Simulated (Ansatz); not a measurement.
# CdTe (F-43m) in Ansatz: further runs

One crystal, CdTe, is run at these levels: RPBE+D4, B3LYP+D4, PBE+D3(BJ)-ATM; tasks: single point, electrostatic potential, atomic charges.

Everything below comes from runs of Ansatz 0.2.0. Logs are shortened: lines on timing, memory, paths and dates and some standing lists are left out, and cuts for length are marked.

**What was measured.**

A printed reference work, data compilation reports, for a bulk crystal of CdTe at 0 K: band gap 1.607 eV.

The results are compared with them further down.

## (1) Starting point

Symmetry: F-43m, No. 216, cubic system. The conventional cell has a = 6.410 Å, b = 6.410 Å, c = 6.410 Å, α = 90.00°, β = 90.00°, γ = 90.00°. Te (site symmetry -43m) has 4 Cd at 2.78 Å as nearest neighbours. Around Cd (site symmetry -43m) lie 4 Te at 2.78 Å.

## (2) Single point, RPBE+D4

input.yaml

```yaml
crystal:
  lattice:
    - [0.0, 3.205, 3.205]
    - [3.205, 0.0, 3.205]
    - [3.205, 3.205, 0.0]
  atoms:
    - { symbol: Te, position: [0.75, 0.75, 0.75] }
    - { symbol: Cd, position: [0.0, 0.0, 0.0] }
hamiltonian:
  xc: rpbe
  pseudopotentials: { kind: paw, core: large }
  dispersion: d4
kpoints:
  mp_grid: { grid: [7, 7, 7] }
scf:
  occupations: { method: tetrahedron }
  mixing: { preconditioner: kerker }
output:
  forces: true
  stress: true
  write_density: true
  write_potential: true
  elf: true
  volumetric_format: npy
```

Potentials or basis: Ansatz PAW large core.

On the command line:

```console
> ansatz run input.yaml --threads 1 --pin off --max-ram 2560MiB --backend cpu --events-out ev --progress --plain --runs-dir out
```

Log:

```text
Warning: output.forces, output.stress, relax.cell or npt_langevin: where a Kohn–Sham band that disperses or a degenerate level is filled in part under the method tetrahedron, the forces or the stress that this run publishes need not agree with its energy (scf.occupations.method in the input reference, under Limitations); prefer a smearing scheme for the forces or the stress
Warning: RAYON_NUM_THREADS=1 ignored (pool sized by the plan → 1); use --threads N
Engine: ansatz 0.2.0, aarch64-unknown-linux-gnu
Pseudopotentials: kind: paw
Pseudopotential: Te, paw, valence charge 6, recommended cutoff 420 eV (normal), Te.paw.azcp#standard-large-core
Pseudopotential: Cd, paw, valence charge 20, recommended cutoff 420 eV (normal), Cd.paw.azcp
Functional definition: RPBE
  parameter kappa = 0.804
  parameter beta = 0.06672455060314922
  exchange = rpbe_x(kappa = kappa, mu = beta*pi^2/3)
  correlation = pbe_c(beta = beta)
Crystal: 2 atoms, lattice volume = 65.844 Å³
Basis set: ecut = 420 eV, 1243 PW (Γ), exchange–correlation on 64×64×64 points (8 copies of the dense FFT grid, shifted against one another)
Bands: 17, of which v1, the nominal top of the filled ones, is band 13 counted from 1 (12 counted from 0)
Symmetry: 24 space group operations
Space group: F-43m (ITA 216), of the structure as read, at distance tolerance 4.0e-5 Å
k-points: 20 of 343 (time reversal used)
Non-local potential: Te, projectors of the file, l = 0: 2, l = 1: 2, l = 2: 2, l = 3: 1
Non-local potential: Cd, projectors of the file, l = 0: 3, l = 1: 2, l = 2: 2, l = 3: 1
PAW form: soft (Blöchl's): semilocal exchange-correlation on the pseudo side does not see the compensation charge
PAW frozen core: Te, regenerated for the run's functional, and the local potential with it (the file was generated under x = pbe(κ = 0.804, μ = 0.2195149727645171), c = pbe(β = 0.06672455060314922))
PAW frozen core: Cd, regenerated for the run's functional, and the local potential with it (the file was generated under x = pbe(κ = 0.804, μ = 0.2195149727645171), c = pbe(β = 0.06672455060314922))
PAW one-centre angular grid: Te, 194 points (default); XC on 64 Gauss nodes
PAW one-centre angular grid: Cd, 590 points (default); XC on 64 Gauss nodes
Initial density: superposition of atomic densities (chi_scale 0.1, normalization cell, long waves kept (reshape's long-wave potential 0.00 eV rms))
Initial wavefunctions: pseudopotential atomic-orbital guess
Functional: x = rpbe, c = pbe(β = 0.06672455060314922)
SCF iter   1: F=—  HF=-13218.804846 eV  |F-HF|=—  |Δ(HF+E_count)|=         —  Δρ=1.85e-2  dr2=2.65e-1  ethr=3.10e-3  ⟨swp⟩=5.3  Hψ=1791  notcnv=0
SCF iter   2: F=—  HF=-13218.773318 eV  |F-HF|=—  |Δ(HF+E_count)|=   3.15e-2  Δρ=1.17e-2  dr2=1.10e-1  ethr=1.02e-3  ⟨swp⟩=1.2  Hψ=505  notcnv=0
SCF iter   3: F=—  HF=-13218.761611 eV  |F-HF|=—  |Δ(HF+E_count)|=   1.17e-2  Δρ=2.11e-3  dr2=4.42e-3  ethr=4.25e-4  ⟨swp⟩=2.0  Hψ=474  notcnv=0
SCF iter   4: F=—  HF=-13218.765239 eV  |F-HF|=—  |Δ(HF+E_count)|=   3.63e-3  Δρ=9.33e-4  dr2=9.88e-4  ethr=1.70e-5  ⟨swp⟩=3.5  Hψ=826  notcnv=0
SCF iter   5: F=—  HF=-13218.766749 eV  |F-HF|=—  |Δ(HF+E_count)|=   1.51e-3  Δρ=4.50e-4  dr2=3.06e-4  ethr=3.80e-6  ⟨swp⟩=3.3  Hψ=668  notcnv=0
SCF iter   6: F=—  HF=-13218.767526 eV  |F-HF|=—  |Δ(HF+E_count)|=   7.77e-4  Δρ=1.93e-4  dr2=2.14e-5  ethr=1.18e-6  ⟨swp⟩=3.5  Hψ=684  notcnv=0
SCF iter   7: F=—  HF=-13218.767594 eV  |F-HF|=—  |Δ(HF+E_count)|=   6.73e-5  Δρ=4.70e-5  dr2=1.35e-6  ethr=8.22e-8  ⟨swp⟩=3.8  Hψ=777  notcnv=0
SCF iter   8: F=—  HF=-13218.767600 eV  |F-HF|=—  |Δ(HF+E_count)|=   6.69e-6  Δρ=1.02e-5  dr2=1.16e-7  ethr=5.18e-9  ⟨swp⟩=3.8  Hψ=702  notcnv=0
SCF iter   9: F=-13218.767601 eV  HF=-13218.767601 eV  |F-HF|=8.07e-8  |Δ(HF+E_count)|=   7.30e-7  Δρ=4.17e-6  dr2=2.80e-8  ethr=3.85e-10  ⟨swp⟩=8.9  Hψ=2032  notcnv=0
SCF 1 converged in 9 iterations: F = -13218.767601 eV  dr2 = 2.80e-8
SCF converged after 9 iterations
Stability not checked: this state was not tested for a lower state beside it, because cold or Methfessel-Paxton smearing, or corrected tetrahedra, fill the levels in a way that the test cannot read (fill_not_monotonic; see scf.lower_state_search)
Free energy (F): -13218.767601 eV
Harris-Foulkes:  -13218.767601 eV  (|F-HF|=8.07e-8)
Internal energy: -13218.767601 eV  (E = F + TS)
E sigma→0 (E₀):  -13218.767601 eV
Fermi energy:    6.661411 eV
--- Per-component energies (eV) ---
  E_band       = -527.723451
  E_kinetic    = 572.556865
  E_local      = -4333.479290  (includes V_loc(G=0)·N_el)
  E_nonlocal   = 70.348603
  E_hartree    = 2003.419285
  E_xc         = -531.496270
  E_vxc        = -303.478166  (∫ρ·V_xc dr)
  E_paw        = -8537.153267  (= ΣΔE_a)
  E_vpaw       = -540.513569  (= ΣTr[D̂ρ^β])
  E_aug_tail   = 0.000014  (compensation charges beyond the density's cutoff)
  E_ewald      = -2461.490783
  E_disp       = -1.307971  (pairwise vdW)
  E_core_change = -0.164786  (= ΣΔE_core)
  E_smearing   = -0.000000  (= −TS)
  E_closure    = -0.000000  (closes the sum)
  Σ components = -13218.767601   (vs F -13218.767601, Δ=0.00e0)
--- Forces (eV/Å), atoms counted from 1 ---
  atom   1  Te     0.00000000    -0.00000000     0.00000000
  atom   2  Cd    -0.00000000     0.00000000     0.00000000
  max |Σ_I F_I| component: 2.78e-17 eV/Å
--- Stress (GPa, compression-positive) ---
        2.143708      -0.000000      -0.000000
        0.000000       2.143708       0.000000
       -0.000000       0.000000       2.143708
  P = ⅓ Tr σ = 2.1437 GPa (21.437 kbar)
--- Band table (eV; the first three rows and the last of 20) ---
  k-point 0: bands = ["-95.5567", "-56.6206", "-56.6206", "-56.6206", "-4.6567", "-1.7470", "-1.7470", "-1.7470", "-1.4625", "-1.4625", "6.6614", "6.6614", "6.6614", "7.7004", "11.2987", "11.2987", "11.2987"]
  k-point 1: bands = ["-95.5567", "-56.6207", "-56.6206", "-56.6206", "-4.5771", "-1.7316", "-1.7316", "-1.6830", "-1.4636", "-1.4636", "5.2327", "6.4763", "6.4763", "8.6191", "11.3956", "11.5759", "11.5759"]
  k-point 2: bands = ["-95.5567", "-56.6208", "-56.6207", "-56.6207", "-4.3982", "-1.7004", "-1.7004", "-1.4624", "-1.4616", "-1.4616", "3.4888", "6.1209", "6.1209", "8.7978", "11.9222", "11.9222", "12.6255"]
  k-point 19: bands = ["-95.5566", "-56.6209", "-56.6208", "-56.6207", "-4.1219", "-1.6214", "-1.6059", "-1.4964", "-1.4587", "-0.8542", "2.3670", "4.0432", "4.7564", "10.4691", "11.6125", "12.7218", "13.5355"]
```

It took 2.4 s on 1 thread of Arm Neoverse V2, shared host; peak memory 0.32 GiB.

What came out:

* Free energy: -13218.7676 eV
* Pressure: 2.1 GPa
* Band gap on the k mesh: 1.04 eV, direct

Caveat: odd divisions of the mesh miss points on the zone boundary, where band edges often lie, so the gap on the mesh can be too wide; spin-orbit coupling is left out, which moves the levels of the heavy elements; this set keeps more shells in the core, which shifts pressures and gaps; the PAW data sets come from PBE, with cores solved anew for the run's functional, which leaves a small shift of forces and pressure; with tetrahedron occupations forces and stress needn't match the slope of the energy. RPBE gaps usually lie below the measured ones, often by a third to a half.

## (3) Electrostatic potential, B3LYP+D4

input.yaml

```yaml
crystal:
  lattice:
    - [0.0, 3.205, 3.205]
    - [3.205, 0.0, 3.205]
    - [3.205, 3.205, 0.0]
  atoms:
    - { symbol: Te, position_ang: [4.8075, 4.8075, 4.8075] }
    - { symbol: Cd, position_ang: [0.0, 0.0, 0.0] }
hamiltonian:
  xc: b3lyp
  pseudopotentials: { kind: paw, partial_waves: polarizable }
  dispersion: d4
kpoints:
  mp_grid: { grid: [4, 4, 4] }
scf:
  occupations: { method: fixed }
output:
  forces: true
  stress: true
  eigenvalues: true
  write_density: true
  write_potential: true
  elf: true
  volumetric_format: npy
```

Potentials or basis: Ansatz PAW polarizable.

On the command line:

```console
> ansatz run input.yaml --threads 1 --pin off --max-ram 2560MiB --backend cpu --events-out ev --progress --plain --runs-dir out
```

Log:

```text
Warning: output.stress: scf.convergence.dr2_threshold = 1e-7 eV (the SCF's general default) is looser than the 2e-10 eV advised for a printed stress (1e-10 eV for each atom of the cell: 2). What an SCF threshold leaves in a stress goes as its square root, and in the free energy as the threshold itself, and one threshold admits the most on a small cell: of the crystals measured, under no hybrid functional and no lock of the moments, on runs that ended without the residual-converged pass, on stresses that held no estimate of that error, the worst erred by over 100 MPa in a component at 1e-7 eV an atom and by under 5 at 1e-10. Set scf.convergence.dr2_threshold to 2e-10 eV or tighter. The threshold is an SCF's pass mark: one that does not reach it within its budget of iterations ends unconverged, or closes short of it on a stop that the run arms, and scf.convergence.dr2_threshold's page says what that costs each kind of run
Warning: output.stress: scf.exx.energy_threshold = 1e-6 eV is looser than the 2e-8 eV advised for a stress under a hybrid functional (1e-8 eV for each atom of the cell: 2). Every SCF of the exchange loop can meet its threshold on dr2 while the loop round them stops early: no threshold on dr2 bounds what that leaves in the stress. Set scf.exx.energy_threshold to 2e-8 eV or tighter. The threshold is the loop's pass mark: a loop that does not reach it within its budget of cycles ends unconverged, and scf.exx.energy_threshold's page has the law
Warning: RAYON_NUM_THREADS=1 ignored (pool sized by the plan → 1); use --threads N
Engine: ansatz 0.2.0, aarch64-unknown-linux-gnu
Pseudopotentials: kind: paw
Pseudopotential: Te, paw, valence charge 16, recommended cutoff 420 eV (normal), Te.paw.azcp
Pseudopotential: Cd, paw, valence charge 20, recommended cutoff 420 eV (normal), Cd.paw.azcp
Functional definition: B3LYP
  parameter a0 = 0.2
  parameter ax = 0.72
  parameter ac = 0.81
  exchange = (1 - a0 - ax)*slater_x + ax*b88_x + a0*exact_x
  correlation = (1 - ac)*vwn_rpa_c + ac*lyp_c
davidson cushion auto → on  (no smearing: the cushion is to keep the highest requested band from converging to the state above it; pin scf.eigensolver.cushion to override)
Crystal: 2 atoms, lattice volume = 65.844 Å³
Basis set: ecut = 420 eV, 1243 PW (Γ), exchange–correlation on 64×64×64 points (8 copies of the dense FFT grid, shifted against one another)
Bands: 22, of which v1, the nominal top of the filled ones, is band 18 counted from 1 (17 counted from 0)
Symmetry: 24 space group operations
Space group: F-43m (ITA 216), of the structure as read, at distance tolerance 4.0e-5 Å
k-points: 8 of 64 (time reversal used)
Non-local potential: Te, projectors of the file, l = 0: 2, l = 1: 2, l = 2: 2, l = 3: 2
Non-local potential: Cd, projectors of the file, l = 0: 3, l = 1: 2, l = 2: 2, l = 3: 1
PAW form: soft (Blöchl's): semilocal exchange-correlation on the pseudo side does not see the compensation charge
PAW frozen core: Te, regenerated for the run's functional, and the local potential with it (the file was generated under x = pbe(κ = 0.804, μ = 0.2195149727645171), c = pbe(β = 0.06672455060314922))
[... 41 lines left out ...]
hybrid outer 2: dexx = +2.262e-7 eV, tail = 2.50e-8 eV, Δε = 1.57e-3 eV (about 7.07e-5 eV left of the loop's levels)
hybrid SCF converged: 2 outer / 10 inner (+4 warm-up), last move |dexx| = 2.26e-7 eV, tail = 2.50e-8 eV
Stability not checked: this state was not tested for a lower state beside it, because the functional holds exact exchange (a hybrid, or Hartree-Fock), whose exchange loop this test does not read (fock_operator; see scf.lower_state_search)
Free energy (F): -15265.473737 eV
Frozen-core exchange: fock
Harris-Foulkes:  -15265.473737 eV  (|F-HF|=5.70e-9)
Internal energy: -15265.473737 eV  (E = F + TS)
E sigma→0 (E₀):  -15265.473737 eV
Fermi energy:    7.486420 eV
--- Per-component energies (eV) ---
  E_band       = -852.824330
  E_kinetic    = 689.007807
  E_local      = -5351.081033  (includes V_loc(G=0)·N_el)
  E_nonlocal   = -279.370012
  E_hartree    = 2710.176767
  E_xc         = -246.351863
  E_vxc        = -264.760760  (∫ρ·V_xc dr)
  E_exx        = -118.804044  (= α·E_x^exact, valence–valence)
  E_paw        = -8712.616178  (= ΣΔE_a)
  E_vpaw       = -829.362180  (= ΣTr[D̂ρ^β])
  E_aug_tail   = -0.000230  (compensation charges beyond the density's cutoff)
  E_ewald      = -3954.745301
  E_disp       = -1.197901  (pairwise vdW)
  E_core_change = -0.491750  (= ΣΔE_core)
  E_smearing   = -0.000000  (= −TS)
  E_closure    = 0.000000  (closes the sum)
  Σ components = -15265.473737   (vs F -15265.473737, Δ=0.00e0)
--- Forces (eV/Å), atoms counted from 1 ---
  atom   1  Te     0.00000000     0.00000000     0.00000000
  atom   2  Cd    -0.00000000     0.00000000    -0.00000000
  max |Σ_I F_I| component: 1.34e-16 eV/Å
--- Stress (GPa, compression-positive) ---
        2.332035       0.000000       0.000000
        0.000000       2.332035       0.000000
       -0.000000       0.000000       2.332035
  P = ⅓ Tr σ = 2.3320 GPa (23.320 kbar)
--- Band table (eV; the first three rows and the last of 8) ---
  k-point 0: bands = ["-99.0362", "-59.0117", "-59.0117", "-59.0117", "-30.3883", "-30.3883", "-30.3883", "-30.3764", "-30.3764", "-4.7955", "-2.1285", "-2.1285", "-2.1285", "-1.8457", "-1.8457", "7.4864", "7.4864", "7.4864", "9.4794", "13.3413", "13.3413", "13.3413"]
  k-point 1: bands = ["-99.0362", "-59.0117", "-59.0117", "-59.0116", "-30.3884", "-30.3883", "-30.3883", "-30.3763", "-30.3763", "-4.5817", "-2.0904", "-2.0904", "-1.8839", "-1.8469", "-1.8469", "4.5206", "7.0062", "7.0062", "10.6938", "13.9416", "13.9416", "14.2291"]
  k-point 2: bands = ["-99.0362", "-59.0117", "-59.0117", "-59.0115", "-30.3883", "-30.3881", "-30.3881", "-30.3761", "-30.3761", "-4.3821", "-2.0604", "-2.0604", "-1.8382", "-1.8382", "-1.3848", "2.5579", "6.6100", "6.6100", "10.5015", "13.9675", "13.9675", "15.9479"]
  k-point 7: bands = ["-99.0362", "-59.0117", "-59.0116", "-59.0114", "-30.3884", "-30.3883", "-30.3877", "-30.3761", "-30.3759", "-4.2670", "-1.9984", "-1.9895", "-1.8788", "-1.8470", "-1.1040", "2.8487", "4.8789", "5.0380", "13.1496", "13.4059", "14.4373", "15.1344"]
```

It took 19 s on 1 thread of Arm Neoverse V2, shared host; peak memory 0.89 GiB.

What came out:

```
Free energy            : -15265.4737 eV
Pressure               : 2.3 GPa
Band gap on the k mesh : 1.99 eV, direct
```

Caveat: the k mesh is coarse (spacing up to 0.42 Å⁻¹), so the values aren't converged, least of all with exact exchange; spin-orbit coupling is left out, which moves the levels of the heavy elements; the PAW data sets come from PBE, with cores solved anew for the run's functional, which leaves a small shift of forces and pressure; the thresholds are loose for stress.

## (4) Atomic charges, PBE+D3(BJ)-ATM, spin-orbit coupling, no magnetisation

input.yaml

```yaml
crystal:
  lattice: { a: 6.41, b: 6.41, c: 6.41, alpha: 90.0, beta: 90.0, gamma: 90.0 }
  space_group: 216
  reduce_to_primitive: true
  atoms:
    - { symbol: Te, wyckoff: "4c", position: [0.25, 0.25, 0.25] }
    - { symbol: Cd, wyckoff: "4a", position: [0.0, 0.0, 0.0] }
hamiltonian:
  xc: pbe
  pseudopotentials: { kind: nc_fr, accuracy: standard }
  dispersion: d3bjatm
magnetization:
  noncollinear: true
  spin_orbit: true
kpoints:
  mp_grid: { grid: [7, 7, 7] }
scf:
  occupations: { method: fermi_dirac, width: 0.1 }
output:
  forces: true
  stress: true
  eigenvalues: true
  bader: false
  populations: intrinsic
```

Potentials or basis: PseudoDojo standard (PBE files).

On the command line:

```console
> ansatz run input.yaml --threads 1 --pin off --max-ram 2560MiB --backend cpu --events-out ev --progress --plain --runs-dir out
```

Wall time 61 s (1 thread of Arm Neoverse V2, shared host); peak memory 0.95 GiB.

It converged, with:

```yaml
Free_energy: -7621.7379 eV
Pressure: 2.5 GPa
Band_gap_on_the_k_mesh: 0.60 eV, direct
```

Levels at points of the mesh, in eV from the valence-band top:
```
           k point  band 33  band 34  band 35  band 36  band 37  band 38  band 39  band 40
(0.00, 0.00, 0.00)     0.00     0.00     0.00     0.00     0.60     0.60     4.08     4.08
```

Caveat: odd divisions of the mesh miss points on the zone boundary, where band edges often lie, so the gap on the mesh can be too wide.

## (5) The runs side by side

```tsv
task	level	potentials or basis	spin	k mesh	cutoff (eV)	smearing	other keys	mesh quality	gap on the mesh (eV)	pressure (GPa)
single point	RPBE+D4	Ansatz PAW large core	off	7 × 7 × 7	420	tetrahedron	scf.mixing.preconditioner = kerker	not flagged	1.04	2.1
electrostatic potential	B3LYP+D4	Ansatz PAW polarizable	off	4 × 4 × 4	420	fixed	-	coarse	1.99	2.3
atomic charges	PBE+D3(BJ)-ATM	PseudoDojo standard (PBE files)	SOC, no magnetisation	7 × 7 × 7	1388	fermi-dirac 0.1 eV	-	not flagged	0.60	2.5
```

Alike in all rows: cell as given.

Caveats: some runs use coarse meshes; odd divisions of the mesh miss points on the zone boundary, where band edges often lie, so the gap on the mesh can be too wide (some runs); spin-orbit coupling is left out, which moves the levels of the heavy elements (some runs); the PAW data sets come from PBE, with cores solved anew for the run's functional, which leaves a small shift of forces and pressure (some runs); this set keeps more shells in the core, which shifts pressures and gaps (some runs); with tetrahedron occupations forces and stress needn't match the slope of the energy (some runs); the thresholds are loose for stress (some runs).

Absolute energies hang on the potentials; compare differences alone.

## (6) Comparison with measurements

Step 4. Against the measured gap of CdTe, 1.607 eV (0 K; a printed reference work, data compilation), the calculated 0.60 eV is off by -1.01 eV. So large a miss can be the level of theory's own, or it may mean another phase, state or a wrong row. The value is that of PBE+D3(BJ)-ATM, without temperature or zero-point motion. Semilocal functionals fall short of measured gaps as a rule.
